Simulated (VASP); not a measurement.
# BeTe (F-43m) in VASP: notebook

The runs below take BeTe through relaxation of the atoms, relaxation of cell and atoms, with PBE, RPBE, r2SCAN.

All numbers are computed with VASP 6.6.1; they aren't measurements. Logs are shortened: lines on timing, memory, paths and dates and some standing lists are left out, and cuts for length are marked.

### Step 1. The structure

The structure is cubic, space group F-43m (No. 216). The conventional cell has a = 5.540 Å, b = 5.540 Å, c = 5.540 Å, α = 90.00°, β = 90.00°, γ = 90.00°. Around Be (site symmetry -43m) lie 4 Te at 2.40 Å. Around Te (site symmetry -43m) lie 4 Be at 2.40 Å.

### Step 2. Relaxation of the atoms, PBE (a relaxed cell with its volume scaled by 1.04)

INCAR

```
SYSTEM = BeTe
PREC = Accurate
ENCUT = 600
EDIFF = 1E-7
ISMEAR = 0
SIGMA = 0.03
LREAL = .FALSE.
LASPH = .TRUE.
NELM = 80
ALGO = Normal
ISIF = 2
LWAVE = .FALSE.
LCHARG = .FALSE.
GGA = PE
IBRION = 2
NSW = 40
EDIFFG = -0.01
```

KPOINTS

```
regular mesh
0
G
  8 8 8
  0 0 0
```

POSCAR

```
BeTe                                    
1.0
    0.0000000000      2.8712833530      2.8712833530
    2.8712833530      0.0000000000      2.8712833530
    2.8712833530      2.8712833530      0.0000000000
  Be              Te            
     1     1
Direct
     0.0000000000000000    0.0000000000000000    0.0000000000000000
     0.2500000000000000    0.2500000000000000    0.2500000000000000
```

Potentials or basis: VASP PAW PBE potentials, release 64 (Be, Te).

Launch:

```sh
$ cat potpaw_PBE.64/Be/POTCAR potpaw_PBE.64/Te/POTCAR > POTCAR
$ mpirun -np 1 vasp_std > vasp.out
```

OUTCAR:

```text
SYSTEM = BeTe
   PREC = Accurate
   ENCUT = 600
   EDIFF = 1E-7
   ISMEAR = 0
   LREAL = .FALSE.
   LASPH = .TRUE.
   NELM = 80
   ISIF = 2
   GGA = PE
   IBRION = 2
   NSW = 40
   EDIFFG = -0.01

 ion  position               nearest neighbor table
   1  0.000  0.000  0.000-   2 2.49   2 2.49   2 2.49   2 2.49
   2  0.250  0.250  0.250-   1 2.49   1 2.49   1 2.49   1 2.49

  LATTYP: Found a face centered cubic cell.
 ALAT       =     5.7425667060

  Lattice vectors:

 A1 = (   0.0000000000,   2.8712833530,   2.8712833530)
 A2 = (   2.8712833530,   0.0000000000,   2.8712833530)
 A3 = (   2.8712833530,   2.8712833530,   0.0000000000)

Analysis of symmetry for initial positions (statically):
=====================================================================
 Subroutine PRICEL returns:
 Original cell was already a primitive cell.

 Routine SETGRP: Setting up the symmetry group for a
 face centered cubic supercell.

 Subroutine GETGRP returns: Found 24 space group operations
 (whereof 24 operations were pure point group operations)
 out of a pool of 48 trial point group operations.

The static configuration has the point symmetry T_d .

Analysis of symmetry for dynamics (positions and initial velocities):
=====================================================================
 Subroutine PRICEL returns:
 Original cell was already a primitive cell.

 Routine SETGRP: Setting up the symmetry group for a
 face centered cubic supercell.

 Subroutine GETGRP returns: Found 24 space group operations
 (whereof 24 operations were pure point group operations)
 out of a pool of 48 trial point group operations.

The dynamic configuration has the point symmetry T_d .

 Subroutine INISYM returns: Found 24 space group operations
 (whereof 24 operations are pure point group operations),
 and found     1 'primitive' translations

----------------------------------------------------------------------------------------

                                     Primitive cell

  volume of cell :      47.3433

  direct lattice vectors                    reciprocal lattice vectors
     0.000000000  2.871283353  2.871283353    -0.174138160  0.174138160  0.174138160
     2.871283353  0.000000000  2.871283353     0.174138160 -0.174138160  0.174138160
     2.871283353  2.871283353  0.000000000     0.174138160  0.174138160 -0.174138160

  length of vectors
     4.060607859  4.060607859  4.060607859     0.301616141  0.301616141  0.301616141

  position of ions in fractional coordinates (direct lattice)
     0.000000000  0.000000000  0.000000000
     0.250000000  0.250000000  0.250000000

  ion indices of the primitive-cell ions
   primitive index   ion index
                 1           1
                 2           2

----------------------------------------------------------------------------------------

 KPOINTS: regular mesh

Automatic generation of k-mesh.
 Grid dimensions read from file:
 generate k-points for:    8    8    8

 Generating k-lattice:

  Cartesian coordinates                     Fractional coordinates (reciprocal lattice)
    -0.021767270  0.021767270  0.021767270     0.125000000  0.000000000  0.000000000
     0.021767270 -0.021767270  0.021767270     0.000000000  0.125000000  0.000000000
     0.021767270  0.021767270 -0.021767270     0.000000000  0.000000000  0.125000000

  Length of vectors
     0.037702018  0.037702018  0.037702018

  Shift w.r.t. Gamma in fractional coordinates (k-lattice)
     0.000000000  0.000000000  0.000000000

 Subroutine IBZKPT returns following result:
 ===========================================

 Found     29 irreducible k-points:

 Following reciprocal coordinates:
            Coordinates               Weight
  0.000000  0.000000  0.000000      1.000000
  0.125000  0.000000  0.000000      8.000000
  0.250000  0.000000  0.000000      8.000000
  0.375000  0.000000  0.000000      8.000000
  0.500000  0.000000  0.000000      4.000000
  0.125000  0.125000  0.000000      6.000000
[... 16 lines left out ...]
  0.500000  0.250000  0.125000     48.000000
 -0.375000  0.250000  0.125000     24.000000
 [... further k-points ...]
   k-points           NKPTS =     29   k-points in BZ     NKDIM =     29   number of bands    NBANDS=      8
   number of dos      NEDOS =    301   number of ions     NIONS =      2
   total plane-waves  NPLWV =  32768
   dimension x,y,z NGX =    32 NGY =   32 NGZ =   32
   dimension x,y,z NGXF=    64 NGYF=   64 NGZF=   64
   ions per type =               1   1
   NGX,Y,Z   is equivalent  to a cutoff of  13.10, 13.10, 13.10 a.u.
   NGXF,Y,Z  is equivalent  to a cutoff of  26.20, 26.20, 26.20 a.u.
 SYSTEM =  BeTe
   PREC   = accura    normal or accurate (medium, high low for compatibility)
   ISTART =      0    job   : 0-new  1-cont  2-samecut
   ICHARG =      2    charge: 1-file 2-atom 10-const
   ISPIN  =      1    spin polarized calculation?
   LNONCOLLINEAR =      F non collinear calculations
   LSORBIT =      F    spin-orbit coupling
   LASPH  =      T    aspherical Exc in radial PAW
   ENCUT  =  600.0 eV  44.10 Ry    6.64 a.u.   8.11  8.11  8.11*2*pi/ulx,y,z
   NELM   =     80;   NELMIN=  2; NELMDL= -5     # of ELM steps
   EDIFF  = 0.1E-06   stopping-criterion for ELM
   LREAL  =      F    real-space projection
   EDIFFG = -.1E-01   stopping-criterion for IOM
   NSW    =     40    number of steps for IOM
   IBRION =      2    ionic relax: 0-MD 1-quasi-New 2-CG
   NFREE  =      1    steps in history (QN), initial steepest desc. (CG)
   ISIF   =      2    stress and relaxation
   ISYM   =      2    0-nonsym 1-usesym 2-fastsym
   POTIM  = 0.5000    time-step for ionic-motion
   TEBEG  =    0.0;   TEEND  =   0.0 temperature during run
   PSTRESS=    0.0 pullay stress
   NELECT =       8.0000    total number of electrons
   NUPDOWN=      -1.0000    fix difference up-down
   EMIN   =  10.00;   EMAX   =-10.00  energy-range for DOS
   EFERMI =   0.00;   METHOD = LEGACY
   ISMEAR =     0;   SIGMA  =   0.03  broadening in eV -4-tet -1-fermi 0-gaus
   EFERMI_NEDOS =   21; number of points for ismear=-14 and -15
   IALGO  =     38    algorithm
   IMIX   =      4    mixing-type and parameters
     AMIX     =   0.40;   BMIX     =  1.00
     AMIX_MAG =   1.60;   BMIX_MAG =  1.00
  volume/ion in A,a.u.               =      23.67       159.74
  Fermi-wavevector in a.u.,A,eV,Ry     =   0.905077  1.710347 11.145404  0.819164
  Thomas-Fermi vector in A             =   2.028601
   LORBIT       =      0    0 simple, 1 ext, 2 COOP (PROOUT), +10 PAW based schemes
   GGA     = PE    functional components
   LHFCALC =     F    Hartree Fock is set to
   AEXX    =    0.0000 exact exchange contribution
   IVDW    =     0    specifies the selected vdW correction
   LEPSILON=     F    determine dielectric tensor
   LRPA    =     F    only Hartree local field effects (RPA)
 conjugate gradient relaxation of ions
 non-spin polarized calculation
 Gauss-broadening in eV      SIGMA  =   0.03
  energy-cutoff  :      600.00
  volume of cell :       47.34
 maximum number of plane-waves:      1604
   NGX = 17   NGY = 17   NGZ = 17

 number of electron       8.0000000 magnetization

 Free energy of the ion-electron system (eV)
  ---------------------------------------------------
  ext. energy  EPLUGINS =         0.00000000
  ---------------------------------------------------
  free energy    TOTEN  =        -7.61264856 eV

  energy without entropy =       -7.61264856  energy(sigma->0) =       -7.61264856

 E-fermi :   4.6537     XC(G=0):  -8.8242

 val. band max:        4.4627065931   @ k =   0.0000   0.0000   0.0000
 cond. band min:       6.5727757772   @ k =   0.5000   0.5000   0.0000
 fundamental gap:      2.1100691840
 Fermi energy:         4.6537166023

 k-point     1 :       0.0000    0.0000    0.0000
  band No.  band energies     occupation
      1      -7.4647      2.00000
      2       4.4627      2.00000
      3       4.4627      2.00000
      4       4.4627      2.00000
      5       7.8684      0.00000
      6       8.1159      0.00000
      7       8.1159      0.00000
      8       8.1159      0.00000

 k-point     2 :       0.1250    0.0000    0.0000
  band No.  band energies     occupation
      1      -7.3295      2.00000
      2       3.2193      2.00000
      3       4.2516      2.00000
      4       4.2516      2.00000
      5       7.8782      0.00000
      6       8.4315      0.00000
      7       8.4315      0.00000
      8       9.2624      0.00000

 k-point     3 :       0.2500    0.0000    0.0000
  band No.  band energies     occupation
      1      -6.9595      2.00000
      2       1.3371      2.00000
      3       3.8503      2.00000
      4       3.8503      2.00000
      5       7.6409      0.00000
      6       8.9362      0.00000
      7       8.9362      0.00000
      8      11.1848      0.00000

 k-point     4 :       0.3750    0.0000    0.0000
  band No.  band energies     occupation
      1      -6.4973      2.00000
      2      -0.1339      2.00000
      3       3.5374      2.00000
      4       3.5374      2.00000
      5       7.4523      0.00000
      6       9.0889      0.00000
      7       9.0889      0.00000
      8      12.2584      0.00000

 k-point     5 :       0.5000    0.0000    0.0000
  band No.  band energies     occupation
      1      -6.2617      2.00000
      2      -0.7164      2.00000
      3       3.4245      2.00000
      4       3.4245      2.00000
      5       7.3849      0.00000
      6       9.0719      0.00000
      7       9.0719      0.00000
      8      12.2882      0.00000
[... 177 lines left out ...]
 k-point    22 :       0.3750    0.2500    0.1250
  band No.  band energies     occupation
      1      -6.6557      2.00000
      2       1.0764      2.00000
      3       2.3990      2.00000
      4       3.3388      2.00000
      5       8.0808      0.00000
      6       9.1033      0.00000
      7       9.8757      0.00000
      8      10.5988      0.00000

 k-point    23 :       0.5000    0.2500    0.1250
  band No.  band energies     occupation
      1      -6.2486      2.00000
      2       0.1152      2.00000
      3       1.8830      2.00000
      4       2.9237      2.00000
      5       8.4757      0.00000
      6       9.0802      0.00000
      7      10.2794      0.00000
      8      11.2261      0.00000

 k-point    24 :      -0.3750    0.2500    0.1250
  band No.  band energies     occupation
      1      -6.0477      2.00000
      2      -0.3287      2.00000
      3       1.7712      2.00000
      4       2.7211      2.00000
      5       8.5938      0.00000
      6       8.8519      0.00000
      7      10.9469      0.00000
      8      12.0180      0.00000

 [... further k-points ...]

------------------------ aborting loop because EDIFF is reached ----------------------------------------

  FORCE on cell =-STRESS in cart. coord.  units (eV):
  Direction    XX          YY          ZZ          XY          YZ          ZX
  --------------------------------------------------------------------------------------
  -------------------------------------------------------------------------------------
  Total       -0.6022162     -0.6022162     -0.6022162      0.0000000     -0.0000000     -0.0000000
  in kB      -20.3800322    -20.3800322    -20.3800322      0.0000000     -0.0000000     -0.0000000
  external PRESSURE =     -20.3800322 kB  Pullay stress =       0.0000000 kB

 VOLUME and BASIS-vectors are now :
 -----------------------------------------------------------------------------
  energy-cutoff  :      600.00
  volume of cell :       47.34
      direct lattice vectors                 reciprocal lattice vectors
     0.000000000  2.871283353  2.871283353    -0.174138160  0.174138160  0.174138160
     2.871283353  0.000000000  2.871283353     0.174138160 -0.174138160  0.174138160
     2.871283353  2.871283353  0.000000000     0.174138160  0.174138160 -0.174138160

 POSITION                                       TOTAL-FORCE (eV/Angst)
 -----------------------------------------------------------------------------------
      0.00000      0.00000      0.00000         0.000000      0.000000      0.000000
      1.43564      1.43564      1.43564        -0.000000     -0.000000     -0.000000
 -----------------------------------------------------------------------------------
    total drift:                                0.000000      0.000000      0.000000

  FREE ENERGIE OF THE ION-ELECTRON SYSTEM (eV)
  ---------------------------------------------------
  free  energy   TOTEN  =        -7.6126485585 eV

  energy  without entropy=       -7.6126485585  energy(sigma->0) =       -7.61264856

 reached required accuracy - stopping structural energy minimisation
```

Run time: 12 s. Hardware: 1 thread of Intel Xeon Platinum 8375C at 2.90GHz (Ice Lake), shared host; peak memory 0.18 GiB.

What came out:

- Free energy: -7.6126 eV
- Pressure after relaxing: -2.0 GPa
- Band gap on the k mesh: 2.11 eV, indirect (least direct gap 3.41 eV)

Final structure:
```cif
data_structure
_symmetry_space_group_name_H-M 'P 1'
_symmetry_Int_Tables_number 1
_cell_length_a 4.0606
_cell_length_b 4.0606
_cell_length_c 4.0606
_cell_angle_alpha 60.000
_cell_angle_beta 60.000
_cell_angle_gamma 60.000
_cell_volume 47.34
loop_
_atom_site_label
_atom_site_type_symbol
_atom_site_fract_x
_atom_site_fract_y
_atom_site_fract_z
_atom_site_occupancy
Be1 Be 0.00000 0.00000 0.00000 1
Te1 Te 0.25000 0.25000 0.25000 1
```

Levels at points of the mesh, in eV from the valence-band top:
```csv
k point,band 1,band 2,band 3,band 4,band 5,band 6,band 7,band 8
"(0.00, 0.00, 0.00)",-11.93,0.00,0.00,0.00,3.41,3.65,3.65,3.65
"(0.50, 0.00, 0.00)",-10.72,-5.18,-1.04,-1.04,2.92,4.61,4.61,7.83
"(0.50, 0.50, 0.00)",-10.29,-4.81,-2.43,-2.43,2.11,2.74,9.34,9.34
```

Caveat: the relaxation stopped at its first step, so nothing moved; spin-orbit coupling is left out, which moves the levels of the heavy elements.

### Step 3. Relaxation of the atoms, PBE (a relaxed cell with its volume scaled by 1.06)

INCAR is that of step 2.

KPOINTS is that of step 2.

POSCAR

```
BeTe                                    
1.0
    0.0000000000      2.8895722751      2.8895722751
    2.8895722751      0.0000000000      2.8895722751
    2.8895722751      2.8895722751      0.0000000000
  Be              Te            
     1     1
Direct
     0.0000000000000000    0.0000000000000000    0.0000000000000000
     0.2500000000000000    0.2500000000000000    0.2500000000000000
```

Potentials or basis: VASP PAW PBE potentials, release 64 (Be, Te).

Launch:

```sh
$ cat potpaw_PBE.64/Be/POTCAR potpaw_PBE.64/Te/POTCAR > POTCAR
$ mpirun -np 1 vasp_std > vasp.out
```

Run time: 18 s. Hardware: 1 thread of Intel Xeon Platinum 8375C at 2.90GHz (Ice Lake), shared host; peak memory 0.21 GiB.

The run converged. Its results:

```yaml
Free_energy: -7.5985 eV
Pressure_after_relaxing: -2.9 GPa
Band_gap_on_the_k_mesh: 2.15 eV, indirect (least direct gap 3.27 eV)
```

Final structure:
```
Be Te
1.0
     0.00000    2.88957    2.88957
     2.88957    0.00000    2.88957
     2.88957    2.88957    0.00000
Be Te
1 1
Direct
  0.00000 0.00000 0.00000
  0.25000 0.25000 0.25000
```

Levels at points of the mesh, in eV from the valence-band top:
| k point | band 1 | band 2 | band 3 | band 4 | band 5 | band 6 | band 7 | band 8 |
| --- | --- | --- | --- | --- | --- | --- | --- | --- |
| (0.00, 0.00, 0.00) | -11.81 | 0.00 | 0.00 | 0.00 | 3.27 | 3.66 | 3.66 | 3.66 |
| (0.50, 0.00, 0.00) | -10.65 | -5.07 | -1.01 | -1.01 | 2.87 | 4.61 | 4.61 | 7.82 |
| (0.50, 0.50, 0.00) | -10.23 | -4.72 | -2.37 | -2.37 | 2.15 | 2.76 | 9.22 | 9.22 |

Caveat: the relaxation stopped at its first step, so nothing moved; spin-orbit coupling is left out, which moves the levels of the heavy elements.

(Continued in part 2 of 2.)
